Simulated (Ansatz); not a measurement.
Si under changes of volume

One of the cells (21.259 Å³/atom); the others are scaled copies at fixed shape and fractional positions:

```
CELL_PARAMETERS angstrom
-3.32544 3.32544 1.92239
3.32544 -3.32544 1.92239
3.32544 3.32544 -1.92239
ATOMIC_POSITIONS crystal
Si 0.82120 0.17880 0.00000
Si 0.17880 0.82120 0.00000
Si 0.82120 0.82120 0.64240
Si 0.17880 0.17880 0.35760
```

This isn't the form of Si at room conditions, which is diamond.

```yaml
Program: Ansatz 0.2.0
Functional: LDA
Potentials_or_basis: all-electron LAPW, scalar-relativistic
Cutoff: 200 eV (chosen from the basis error)
Basis_error_allowed: 0.002 eV/atom
k_mesh: 8 × 8 × 8
Occupations: fermi-dirac, width 0.05 eV
Spin: no spin polarisation
```

```csv
volume (Å³/atom),energy over the lowest point (meV/atom),pressure (GPa),gap on the mesh (eV),largest force (eV/Å)
19.983,9.27,3.8,0.04,0.065
20.409,1.98,1.7,0.11,0.034
20.834,0.00,-0.2,0.15,0.004
21.259,2.79,-1.9,0.15,0.025
21.684,9.87,-3.4,0.15,0.051
22.109,20.82,-4.8,0.15,0.076
22.534,?,?,?,?
```

**Question.** What does the run at 22.534 Å³/atom give?

**Answer.** Energy over the lowest point 35.21 meV/atom; pressure -6.0 GPa; gap on the mesh 0.14 eV; largest force 0.099 eV/Å.

Worked out: A Birch-Murnaghan fit of order 3 (a polynomial in V^(-2/3)) to the other rows has its minimum at 20.79 Å³/atom with B0 = V·E''(V) = 89 GPa and B' = 4.1 at fixed shape and positions, which overstates the stiffness. It gives 35.26 meV/atom at 22.534 Å³/atom, against the run's 35.21, and -dE/dV = -6.1 GPa, against -6.0.

Energies are extrapolated to zero smearing.

A mesh can miss the band edges.
